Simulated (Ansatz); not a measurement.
The system is Na.

```
Na
1.0
     3.70038    0.00000    0.00000
    -1.85019    3.20463    0.00000
     0.00000    0.00000   12.53732
Na
4
Direct
  0.66667 0.33333 0.75000
  0.00000 0.00000 0.50000
  0.33333 0.66667 0.25000
  0.00000 0.00000 0.00000
```

This isn't the form of Na at room conditions, which is bcc.

Base run:

* Program: Ansatz 0.2.0
* Functional: PBEsol
* Potentials or basis: all-electron LAPW, scalar-relativistic
* Cutoff: 67 eV
* Density cutoff: 267 eV
* Basis error allowed: 0.002 eV/atom
* k mesh: 8 × 8 × 3
* Occupations: fermi-dirac, width 0.05 eV
* Spin: no spin polarisation

Its results: pressure -0.1 GPa.

Question: The run is repeated on the same cell with these changes: functional from PBEsol to LDA. What comes out?

Answer: Pressure -0.8 GPa.

LDA binds more tightly than PBEsol, so the same cell stands under less pressure.

Not every run made on this cell is shown here.
